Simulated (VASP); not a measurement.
Wanted: the native input for a VASP 6.6.1 run.

```yaml
Task: relaxation of cell and atoms
Functional: LDA
Potentials_or_basis: VASP PAW PBE potentials, release 64 (Nd_3), 4f in core
Cutoff: 600 eV
k_mesh: 7 × 7 × 7
Occupations: methfessel-paxton, width 0.1 eV
Spin: collinear spin, antiferromagnetic start, spin-orbit coupling
Starting_moments: "[[0.0, 0.0, 3.0], [-0.0, -0.0, -3.0]] μB"
Hubbard_terms: Nd f U = 4 eV, J = 0.9 eV
LDAUTYPE: 1
Hund's_J: 0.9
Supercell_matrix: "[0, 1, 1, 1, 0, 1, 1, 1, 0]"
Further_INCAR_settings: ALGO = Normal; EDIFF = 1e-06; IBRION = 2; EDIFFG = -0.01; NSW = 40; ISIF = 3
```

The structure of Nd lies in POSCAR:

```
Nd
1.0
    4.1509400574      0.0000000000      0.0000000000
    0.0000000000      4.1509400574      0.0000000000
    0.0000000000      0.0000000000      4.1509400574
Nd
2
Direct
    0.0000000000      0.0000000000      0.0000000000
    0.5000000000      0.5000000000      0.5000000000
```

This isn't the form of Nd at room conditions, which is double hcp.

One way to write it, as run:

INCAR

```
SYSTEM = Nd
ALGO = Normal ; EDIFF = 1E-6
EDIFFG = -0.01 ; ENCUT = 600
GGA = CA ; GGA_COMPAT = .False.
IBRION = 2 ; ISIF = 3
ISMEAR = 1 ; LASPH = .True.
LCHARG = .False. ; LDAU = .True.
LDAUJ = 0.9 ; LDAUL = 3
LDAUPRINT = 1 ; LDAUTYPE = 1
LDAUU = 4 ; LMAXMIX = 6
LORBIT = 11 ; LORBMOM = .True.
LREAL = .False. ; LSORBIT = .True.
LWAVE = .False. ; MAGMOM = 0 0 3 0 0 -3
NELM = 120 ; NSW = 40
PREC = Accurate ; SIGMA = 0.1
```

KPOINTS

```
k-points
0
Gamma
  7 7 7
  0 0 0
```

Potentials or basis: VASP PAW PBE potentials, release 64 (Nd_3), 4f in core.

Launch:

```sh
$ cat potpaw_PBE.64/Nd_3/POTCAR > POTCAR
$ mpirun -np 1 vasp_ncl > vasp.out
```

It gave:

* Relaxed volume: 31.46 Å³/atom
* Relaxed cell: a = 3.977 Å, b = 3.977 Å, c = 3.977 Å, α = 90.00°, β = 90.00°, γ = 90.00°
* Space group after relaxing (to 0.05 Å): Im-3m (No. 229)
* Energy gained by relaxing: 59.7 meV/atom
* Ionic steps: 3
* Pressure after relaxing: 0.0 GPa
* Net moment: 0.00 μB per cell
* Valence electrons inside the program's atomic spheres: Nd 9.01

Caveat: the magnetic or orbital state may not be the lowest; U is put on an f shell that these potentials keep in the core, so it has next to no effect; the PAW data sets were made with another functional, which shifts forces and pressure a little.

Wall time 4.7 min on 1 thread of AMD EPYC 9R45 (Zen 5) (shared host), peak memory 0.35 GiB.
